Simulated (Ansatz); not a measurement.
**LiF: changing the dispersion correction**

The cell as given:

Symmetry: Fm-3m, No. 225, cubic system. The conventional cell has a = 4.028 Å, b = 4.028 Å, c = 4.028 Å, α = 90.00°, β = 90.00°, γ = 90.00°. Around F (site symmetry m-3m) lie 6 Li at 2.01 Å. Around Li (site symmetry m-3m) lie 6 F at 2.01 Å.

Kept alike: task relaxation of cell and atoms; functional PBEsol; k mesh 11 × 11 × 11; occupations fermi-dirac, width 0.05 eV; no spin polarisation. Program: Ansatz, Ansatz PAW, cutoff 420 eV. The mesh is that of the run's cell of 2 atoms. No spin-orbit coupling.

```csv
dispersion correction,volume (Å³/atom)
D3(BJ),7.725
D3(BJ)-ATM,7.791
D4,7.970
none,8.048
```

The relaxations keep at least the cell's symmetry (Fm-3m). Relaxations stop with a little pressure left, so the last digits of a volume or edge aren't settled. Ansatz's relaxations hold a Pulay term in the stress (up to 0.9 GPa here). All rows use potentials made for PBE.

What does the dispersion correction change here?

The volume runs from 7.725 (D3(BJ)) to 8.048 Å³/atom (none). Against no correction: D3(BJ) -4.0 %; D3(BJ)-ATM -3.2 %; D4 -1.0 %. Dispersion terms mostly attract and so lower the volume; the schemes' coefficients and damping set how far. Measured: 8.158 Å³/atom at 298.15 K (a printed reference work); nearest none, 0.11 Å³/atom off. The runs are for a static lattice.
